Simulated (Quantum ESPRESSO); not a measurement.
Crystal: PbS (Galena).

```
CELL_PARAMETERS angstrom
0.00000 2.96575 2.96575
2.96575 0.00000 2.96575
2.96575 2.96575 0.00000
ATOMIC_POSITIONS crystal
Pb 0.00000 0.00000 0.00000
S 0.50000 0.50000 0.50000
```

- Program: Quantum ESPRESSO 7.5
- Task: phonons
- Functional: PBE
- Potentials or basis: PseudoDojo 0.4.1 SR PBE standard
- Cutoff: 762 eV
- Density cutoff: 3048 eV
- k mesh: 6 × 6 × 6, shifted
- Occupations: fermi-dirac, width 0.05 eV
- Spin: no spin polarisation
- Mixing beta: 0.5
- Most SCF iterations: 120
- SCF threshold: 4e-10 Ry

The cell and the atoms were relaxed first, to 27.12 Å³/atom (a = 4.249 Å, b = 4.249 Å, c = 4.249 Å, α = 60.00°, β = 60.00°, γ = 60.00°), and the response was taken there.

The first run showed a gap, so the response started from a second, tighter run with fixed occupations.

The run gives a transverse optical frequency of 50 cm⁻¹, an electronic dielectric constant of 14.91 and Born charges of ±4.42 e.

Q: What are the longitudinal frequency and the static dielectric constant?

A: The longitudinal mode lies at 213 cm⁻¹, 163 cm⁻¹ over the transverse one, and the static constant is 265.29. The two agree with the Lyddane-Sachs-Teller relation: (213/50)² = 18.15 and 265.29/14.91 = 17.79.
